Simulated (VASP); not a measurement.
# Rb (Cmcm) in VASP: single point with PBEsol

Aim: the single point of Rb with PBEsol.

Everything below comes from runs of VASP 6.6.1. Logs are shortened: lines on timing, memory, paths and dates and some standing lists are left out, and cuts for length are marked.

### Step 1. The structure

The structure is orthorhombic, space group Cmcm (No. 63). Conventional cell: a = 4.965 Å, b = 8.673 Å, c = 8.040 Å, α = 90.00°, β = 90.00°, γ = 90.00°.

This isn't the form of Rb at room conditions, which is bcc.

### Step 2. Single point, PBEsol

INCAR

```
PREC     = Accurate       # precision mode
ENCUT    = 520            # plane-wave cutoff, eV
EDIFF    = 1E-6           # SCF threshold, eV
ISMEAR   = 0              # smearing method
SIGMA    = 0.1            # smearing width, eV
LREAL    = F              # projectors in reciprocal space
LASPH    = T              # aspherical terms in the spheres
NELM     = 100            # most SCF steps
ALGO     = Fast           # electronic algorithm
ISIF     = 2              # what is computed and relaxed
LWAVE    = F              # write WAVECAR
LCHARG   = F              # write CHGCAR
GGA      = PS             # functional
NBANDS   = 16             # bands
```

KPOINTS

```
regular mesh
0
Gamma
  10 10 6
```

POSCAR

```
Rb
1.0
    2.4823436099     -4.3365099188      0.0000000000
    2.4823436099      4.3365099188      0.0000000000
    0.0000000000      0.0000000000      8.0402787377
Rb
2
Direct
    0.8349258781      0.1650741219      0.7500000000
    0.1650741219      0.8349258781      0.2500000000
```

Potentials or basis: VASP PAW PBE potentials, release 64 (Rb_sv).

Started as:

```console
> cat potpaw_PBE.64/Rb_sv/POTCAR > POTCAR
> mpirun -np 1 vasp_std > vasp.out
```

OUTCAR:

```text
PREC = Accurate
   ENCUT = 520
   EDIFF = 1E-6
   ISMEAR = 0
   LREAL = F
   LASPH = T
   NELM = 100
   ISIF = 2
   GGA = PS

 ion  position               nearest neighbor table
   1  0.835  0.165  0.750-   2 4.94   2 4.94   2 4.95   2 4.95   2 4.95   2 4.95
   2  0.165  0.835  0.250-   1 4.94   1 4.94   1 4.95   1 4.95   1 4.95   1 4.95

  LATTYP: Found a base centered orthorhombic cell.
 ALAT       =     4.9646872198
 B/A-ratio  =     1.7469418422
 C/A-ratio  =     1.6194935112

  Lattice vectors:

 A1 = (   2.4823436099,  -4.3365099188,   0.0000000000)
 A2 = (   2.4823436099,   4.3365099188,   0.0000000000)
 A3 = (   0.0000000000,   0.0000000000,   8.0402787377)

Analysis of symmetry for initial positions (statically):
=====================================================================
 Subroutine PRICEL returns:
 Original cell was already a primitive cell.

 Routine SETGRP: Setting up the symmetry group for a
 base centered orthorhombic supercell.

 Subroutine GETGRP returns: Found  8 space group operations
 (whereof  4 operations were pure point group operations)
 out of a pool of  8 trial point group operations.

The static configuration has the point symmetry C_2h.
 The point group associated with its full space group is D_2h.

Analysis of symmetry for dynamics (positions and initial velocities):
=====================================================================
 Subroutine PRICEL returns:
 Original cell was already a primitive cell.

 Routine SETGRP: Setting up the symmetry group for a
 base centered orthorhombic supercell.

 Subroutine GETGRP returns: Found  8 space group operations
 (whereof  4 operations were pure point group operations)
 out of a pool of  8 trial point group operations.

The dynamic configuration has the point symmetry C_2h.
 The point group associated with its full space group is D_2h.

 Subroutine INISYM returns: Found  8 space group operations
 (whereof  4 operations are pure point group operations),
 and found     1 'primitive' translations

----------------------------------------------------------------------------------------

                                     Primitive cell

  volume of cell :     173.1025

  direct lattice vectors                    reciprocal lattice vectors
     2.482343610 -4.336509919  0.000000000     0.201422558 -0.115300094  0.000000000
     2.482343610  4.336509919  0.000000000     0.201422558  0.115300094  0.000000000
     0.000000000  0.000000000  8.040278738     0.000000000  0.000000000  0.124373798
[... 86 lines left out ...]
   EDIFFG = 0.1E-04   stopping-criterion for IOM
   NSW    =      0    number of steps for IOM
   IBRION =     -1    ionic relax: 0-MD 1-quasi-New 2-CG
   NFREE  =      0    steps in history (QN), initial steepest desc. (CG)
   ISIF   =      2    stress and relaxation
   ISYM   =      2    0-nonsym 1-usesym 2-fastsym
   POTIM  = 0.5000    time-step for ionic-motion
   TEBEG  =    0.0;   TEEND  =   0.0 temperature during run
   PSTRESS=    0.0 pullay stress
   NELECT =      18.0000    total number of electrons
   NUPDOWN=      -1.0000    fix difference up-down
   EMIN   =  10.00;   EMAX   =-10.00  energy-range for DOS
   EFERMI =   0.00;   METHOD = LEGACY
   ISMEAR =     0;   SIGMA  =   0.10  broadening in eV -4-tet -1-fermi 0-gaus
   EFERMI_NEDOS =   21; number of points for ismear=-14 and -15
   IALGO  =     68    algorithm
   IMIX   =      4    mixing-type and parameters
     AMIX     =   0.40;   BMIX     =  1.00
     AMIX_MAG =   1.60;   BMIX_MAG =  1.00
  volume/ion in A,a.u.               =      86.55       584.08
  Fermi-wavevector in a.u.,A,eV,Ry     =   0.769835  1.454778  8.063446  0.592647
  Thomas-Fermi vector in A             =   1.870910
   LORBIT       =      0    0 simple, 1 ext, 2 COOP (PROOUT), +10 PAW based schemes
   GGA     = PS    functional components
   LHFCALC =     F    Hartree Fock is set to
   AEXX    =    0.0000 exact exchange contribution
   IVDW    =     0    specifies the selected vdW correction
   LEPSILON=     F    determine dielectric tensor
   LRPA    =     F    only Hartree local field effects (RPA)
 non-spin polarized calculation
 RMM-DIIS sequential band-by-band and
 Gauss-broadening in eV      SIGMA  =   0.10
  energy-cutoff  :      520.00
  volume of cell :      173.10
 maximum number of plane-waves:      4681
 NGX is ok and might be reduce to    40
   NGX = 19   NGY = 19   NGZ = 29

 number of electron      18.0000000 magnetization

 Free energy of the ion-electron system (eV)
  ---------------------------------------------------
  ext. energy  EPLUGINS =         0.00000000
  ---------------------------------------------------
  free energy    TOTEN  =        -2.05676349 eV

  energy without entropy =       -2.04822652  energy(sigma->0) =       -2.05249501

 E-fermi :   0.0394     XC(G=0):  -5.6462

 val. band max:        0.0386506022   @ k =  -0.4000   0.4000   0.5000
 cond. band min:       0.0552494370   @ k =   0.4000   0.0000   0.5000
 fundamental gap:      0.0165988348
 Fermi energy:         0.0393591952

 k-point     1 :       0.0000    0.0000    0.0000
  band No.  band energies     occupation
      1     -28.7657      2.00000
      2     -28.7605      2.00000
      3     -12.9244      2.00000
      4     -12.8266      2.00000
      5     -12.8249      2.00000
      6     -12.8093      2.00000
[... 433 lines left out ...]
      3     -12.8935      2.00000
      4     -12.8793      2.00000
      5     -12.8708      2.00000
      6     -12.8603      2.00000
[... 8 lines left out ...]
     15       2.7467      0.00000
     16       3.5681      0.00000

 [... further k-points ...]

------------------------ aborting loop because EDIFF is reached ----------------------------------------

  FORCE on cell =-STRESS in cart. coord.  units (eV):
  Direction    XX          YY          ZZ          XY          YZ          ZX
  --------------------------------------------------------------------------------------
  -------------------------------------------------------------------------------------
  Total        0.0120166     -0.0033464      0.0049320      0.0000000      0.0000000      0.0000000
  in kB        0.1112215     -0.0309729      0.0456487      0.0000000      0.0000000      0.0000000
  external PRESSURE =       0.0419658 kB  Pullay stress =       0.0000000 kB

 VOLUME and BASIS-vectors are now :
 -----------------------------------------------------------------------------
  energy-cutoff  :      520.00
  volume of cell :      173.10
      direct lattice vectors                 reciprocal lattice vectors
     2.482343610 -4.336509919  0.000000000     0.201422558 -0.115300094  0.000000000
     2.482343610  4.336509919  0.000000000     0.201422558  0.115300094  0.000000000
     0.000000000  0.000000000  8.040278738     0.000000000  0.000000000  0.124373798

 POSITION                                       TOTAL-FORCE (eV/Angst)
 -----------------------------------------------------------------------------------
      2.48234     -2.90482      6.03021         0.000000     -0.000058     -0.000000
      2.48234      2.90482      2.01007         0.000000      0.000058      0.000000
 -----------------------------------------------------------------------------------
    total drift:                               -0.000000     -0.000000     -0.000000

  FREE ENERGIE OF THE ION-ELECTRON SYSTEM (eV)
  ---------------------------------------------------
  free  energy   TOTEN  =        -2.0567634933 eV

  energy  without entropy=       -2.0482265226  energy(sigma->0) =       -2.05249501
```

OSZICAR:

```text
N       E                     dE             d eps       ncg     rms          rms(c)
DAV:   1     0.113623475848E+03    0.11362E+03   -0.69732E+03  3968   0.859E+02
DAV:   2     0.100574031971E+02   -0.10357E+03   -0.10053E+03  5352   0.183E+02
DAV:   3    -0.953053354360E+00   -0.11010E+02   -0.10937E+02  5568   0.579E+01
DAV:   4    -0.204934484516E+01   -0.10963E+01   -0.10960E+01  6696   0.126E+01
DAV:   5    -0.205724670344E+01   -0.79019E-02   -0.79016E-02  5568   0.122E+00    0.168E+00
RMM:   6    -0.205613237103E+01    0.11143E-02   -0.49878E-03  4372   0.375E-01    0.103E+00
RMM:   7    -0.205661467680E+01   -0.48231E-03   -0.92438E-03  4648   0.488E-01    0.756E-02
RMM:   8    -0.205674493497E+01   -0.13026E-03   -0.56253E-04  5795   0.130E-01    0.109E-02
RMM:   9    -0.205675964238E+01   -0.14707E-04   -0.13941E-04  6528   0.498E-02    0.106E-02
RMM:  10    -0.205676287176E+01   -0.32294E-05   -0.23890E-05  6705   0.233E-02    0.669E-03
RMM:  11    -0.205676349330E+01   -0.62153E-06   -0.96855E-06  5819   0.124E-02
   1 F= -.20567635E+01 E0= -.20524950E+01  d E =-.853697E-02
```

stdout:

```text
POSCAR found type information on POSCAR Rb
 POSCAR found :  1 types and       2 ions
 scaLAPACK will be used
 -----------------------------------------------------------------------------
|                                                                             |
|                                                                             |
|     You enforced a specific xc type in the INCAR file but a different       |
|     I HOPE YOU KNOW WHAT YOU ARE DOING!                                     |
|                                                                             |
 -----------------------------------------------------------------------------

 LDA part: xc-table for (Slater+PW92), standard interpolation
 POSCAR, INCAR and KPOINTS ok, starting setup
 FFT: planning ... GRIDC
 FFT: planning ... GRID_SOFT
 FFT: planning ... GRID
 WAVECAR not read
 entering main loop
WARNING in EDDRMM: call to ZHEGV failed, returncode =   6  3     15
```

Run time: 2.7 min. Hardware: 1 thread of Intel Xeon Platinum 8559C (Emerald Rapids), shared host; peak memory 0.46 GiB.

Results:

| Item | Value |
| --- | --- |
| Free energy | -2.0568 eV |
| Pressure | 0.0 GPa |
| Band gap on the k mesh | none (metal or under the smearing width) |

Caveat: the PAW data sets were made with another functional, which shifts forces and pressure a little.
